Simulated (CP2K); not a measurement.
Runs of CP2K 2026.2 on TiO2 (Anatase). The structure is tetragonal, space group I4_1/amd (No. 141). Conventional cell: a = 3.784 Å, b = 3.784 Å, c = 9.515 Å, α = 90.00°, β = 90.00°, γ = 90.00°. Around Ti (site symmetry -4m2) lie 6 O at 1.93 to 1.98 Å. O (site symmetry 2mm) has 3 Ti at 1.93 to 1.98 Å as nearest neighbours. 

| level | potentials or basis | U | k mesh | PLUS_U_METHOD | MPI ranks | gap on the mesh (eV) | pressure (GPa) | largest force (eV/Å) |
| --- | --- | --- | --- | --- | --- | --- | --- | --- |
| PBE+U | GTH_POTENTIALS Ti GTH-PBE-q12, O GTH-PBE-q6; DZVP-MOLOPT-SR-GTH basis | Ti d U = 4.0 eV | 8 × 8 × 8 | MULLIKEN | 4 | 2.54 | - | 0.03 |
| PBE+U | GTH_POTENTIALS Ti GTH-PBE-q12, O GTH-PBE-q6; DZVP-MOLOPT-SR-GTH basis | Ti d U = 6.0 eV | 8 × 8 × 8 | MULLIKEN | 4 | 2.81 | - | 0.05 |
| PBE | POTENTIAL_UZH Ti GTH-PBE-q12, O GTH-PBE-q6; TZVP-MOLOPT-PBE-GTH basis | - | 10 × 10 × 10 | - | - | 2.07 | 6.0 | 0.13 |
| PBE | GTH_POTENTIALS Ti GTH-PBE-q12, O GTH-PBE-q6; DZVP-MOLOPT-SR-GTH basis | - | 8 × 8 × 8 | - | 4 | 2.07 | 5.5 | 0.10 |
| PBE+U | GTH_POTENTIALS Ti GTH-PBE-q12, O GTH-PBE-q6; DZVP-MOLOPT-SR-GTH basis | Ti d U = 2.0 eV | 8 × 8 × 8 | MULLIKEN | 4 | (b) | - | (a) |

Alike in all rows: task single point; no spin polarisation; cell as given; smearing fermi-dirac 0.05 eV.

Q: Fill in the values left out.

A: (a) 0.06; (b) 2.29.

Caveats: the basis of atomic orbitals isn't converged, which shifts pressures, moduli and gaps; this program's U acts on Mulliken populations of all basis functions of the shell, so it isn't the U of plane-wave codes (some runs); energies scatter by some meV and the pressure isn't listed (some runs).

A k mesh can miss the band edges.

Not every run made on this cell is shown here.
